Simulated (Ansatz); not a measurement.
# CoSi: the crystal squeezed far

Aim: compress CoSi (rocksalt type) step by step, far beyond the usual range, and follow pressure and electronic structure. Methods of the runs shown: PAW. Its runs: cell relaxed at zero pressure (PAW); volume scaled by 1 (PAW); volume scaled by 0.94 (PAW); volume scaled by 0.88 (PAW); volume scaled by 0.8 (PAW); volume scaled by 0.72 (PAW); volume scaled by 0.64 (PAW); volume scaled by 0.55 (PAW and PAW (cutoff 300 eV)).

Computed with Ansatz 0.2.0 (DFT, LDA, PAW with Ansatz's default frozen-core files, scalar-relativistic, unless a step's input says otherwise).

### 1 The starting structure

It takes space group Fm-3m (No. 225, cubic). The conventional cell has a = 4.585 Å, b = 4.585 Å, c = 4.585 Å, α = 90.00°, β = 90.00°, γ = 90.00°. Co (site symmetry m-3m) has 6 Si at 2.29 Å as nearest neighbours. Si (site symmetry m-3m) is surrounded by 6 Co at 2.29 Å.

Structure file:

```cif
data_structure
_symmetry_space_group_name_H-M 'Fm-3m'
_symmetry_Int_Tables_number 225
_cell_length_a 4.5848
_cell_length_b 4.5848
_cell_length_c 4.5848
_cell_angle_alpha 90.000
_cell_angle_beta 90.000
_cell_angle_gamma 90.000
_cell_volume 96.37
loop_
_atom_site_label
_atom_site_type_symbol
_atom_site_symmetry_multiplicity
_atom_site_Wyckoff_symbol
_atom_site_fract_x
_atom_site_fract_y
_atom_site_fract_z
_atom_site_occupancy
Co1 Co 4 a 0.00000 0.00000 0.00000 1
Si1 Si 4 b 0.50000 0.00000 0.00000 1
```

The file gives the conventional cell by its symmetry; the runs use the cell typed in the input.

Whether this phase is the stable one at these pressures isn't tested.

Atoms are numbered in the order of the input: Co1, Si2.

### 2 Cell relaxed at zero pressure, PAW

input.yaml

```yaml
crystal:
  lattice:
    - [0.0, 2.2923918786, 2.2923918786]
    - [2.2923918786, 0.0, 2.2923918786]
    - [2.2923918786, 2.2923918786, 0.0]
  atoms:
    - { symbol: Co, position: [0.0, 0.0, 0.0] }
    - { symbol: Si, position: [0.5, 0.5, 0.5] }
kpoints:
  mp_grid: { grid: [14, 14, 14] }
scf:
  occupations: { method: fermi_dirac, width: 0.1 }
hamiltonian:
  xc: lda
  pseudopotentials: { kind: paw }
output:
  forces: true
  stress: true
  write_density: true
  write_potential: true
  elf: true
  volumetric_format: npy
relax:
  f_tol: 0.005
  max_steps: 40
  cell: {}
```

Launch:

```bash
ansatz run input.yaml --threads 1 --pin off --max-ram 2048MiB --backend cpu --events-out ev --progress --plain --runs-dir out
```

The runs that follow: Volume scaled by 1, PAW; Volume scaled by 0.94, PAW; Volume scaled by 0.88, PAW; Volume scaled by 0.8, PAW; Volume scaled by 0.72, PAW; Volume scaled by 0.64, PAW; Volume scaled by 0.55, PAW; Volume scaled by 0.55, PAW (cutoff 300 eV).

Q: Predict the outcome of this session. Wanted: PAW pressure at 0.55 of the volume; fitted bulk modulus at zero pressure.

**Answer**, as computed:

| quantity | value |
| --- | --- |
| PAW pressure at 0.55 of the volume | 391.7 GPa |
| PAW (cutoff 300 eV) pressure at 0.55 of the volume | 390.6 GPa |
| fitted bulk modulus at zero pressure (PAW) | 193 GPa |
| its pressure derivative | 4.06 |

**Reading.** By PAW the pressure climbs to 392 GPa at 0.55 of the first volume. One third-order Birch-Murnaghan curve follows these points (B₀ = 193 GPa, B′ = 4.06, misfit at most 0.94 GPa). A fit over so wide a range leans to the high pressures, so B₀ can be off by several per cent. No all-electron run checks these rows here, and frozen cores can fail under such compression. The ions are at rest, and the electrons smeared by 0.1 eV. Spin polarisation is left out here, though a magnetic state may lie well lower.
